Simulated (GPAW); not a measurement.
Runs of GPAW 26.7.0 on Al. Symmetry: Fm-3m, No. 225, cubic system. Conventional cell: a = 4.050 Å, b = 4.050 Å, c = 4.050 Å, α = 90.00°, β = 90.00°, γ = 90.00°. Al (site symmetry m-3m) has 12 Al at 2.86 Å as nearest neighbours. 

```csv
task,level,potentials or basis,cutoff (eV),random start of the orbitals,maxiter,convergence,supercell,supercell k mesh,grid spacing,other keys,gap on the mesh (eV),pressure (GPa)
phonons,LDA,"the program's PAW data sets (release 1.2.1) made for this functional, lcao:dzp",-,yes,50,density=1e-06,3 × 3 × 3,4 × 4 × 4,0.16 Å,"several, not listed",none,-
band structure,r2SCAN,"GPAW PAW data sets (gpaw-data 1.2.1), pw",600,-,150,-,-,-,-,-,-,(a)
phonons,LDA,"PAW data sets generated in the run's folder for this functional, pw",510,-,150,density=1e-06 eigenstates=1e-09,2 × 2 × 2,6 × 6 × 6,-,-,none,-3.5
phonons,PBEsol+D3(BJ),"PAW data sets generated in the run's folder for this functional, pw",510,-,150,density=1e-06 eigenstates=1e-09,2 × 2 × 2,6 × 6 × 6,-,-,none,-4.9
```

Alike in all rows: no spin polarisation; cell as given; k mesh 11 × 11 × 11; smearing fermi-dirac 0.05 eV.

**Question.** Estimate the missing entries.

**Answer.** (a) -3.3.

Caveats: phonon bands are interpolated from a small supercell (some runs); the cell is more than 3 GPa from zero pressure, which shifts response properties (some runs); the cutoff is short for stress and forces, so pressures can be off by a GPa or more (some runs); the basis of atomic orbitals isn't converged, which shifts pressures, moduli and gaps (some runs); the PAW data sets were made with another functional, which shifts forces and pressure a little (some runs); pairwise dispersion overbinds metals, which lowers pressure and volume (some runs).

A gap of «none» marks a metal or a gap under the smearing width.

Runs at the PBE level aren't shown here.
